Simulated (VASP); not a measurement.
Runs of VASP 6.6.1 on BN. The typed cell holds 4 atoms: a = 2.563 Å, b = 2.563 Å, c = 4.439 Å, α = 73.22°, β = 73.22°, γ = 60.00°. The cell is a database's computed one.

| cell | gap on the mesh (eV) | pressure (GPa) | largest force (eV/Å) |
| --- | --- | --- | --- |
| mode 4 frozen in at -0.051 Å and mode 5 at -0.051 Å (largest displacements) | 4.35 | 0.1 | 0.88 |
| mode 4 frozen in at -0.085 Å and mode 5 at +0.068 Å (largest displacements) | 4.24 | (a) | 1.33 |
| mode 4 frozen in at -0.017 Å and mode 5 at +0.017 Å (largest displacements) | (b) | 0.2 | (c) |
| mode 4 frozen in at -0.017 Å and mode 5 at +0.051 Å (largest displacements) | 4.40 | 0.1 | 0.65 |

Alike in all rows: task single point; level PBE; potentials or basis VASP PAW PBE potentials, release 64 (B, N); no spin polarisation; k mesh 6 × 6 × 6; cutoff (eV) 520; smearing gaussian 0.05 eV; the mesh is coarse, so values aren't converged.

Question: Fill in the values left out.

Answer: (a) -0.1; (b) 4.44; (c) 0.29.

Caveats: all runs use coarse meshes; forces of over 1 eV/Å show positions far from the minimum, so gaps and moduli don't describe the material at rest (some runs).

A k mesh can miss the band edges.
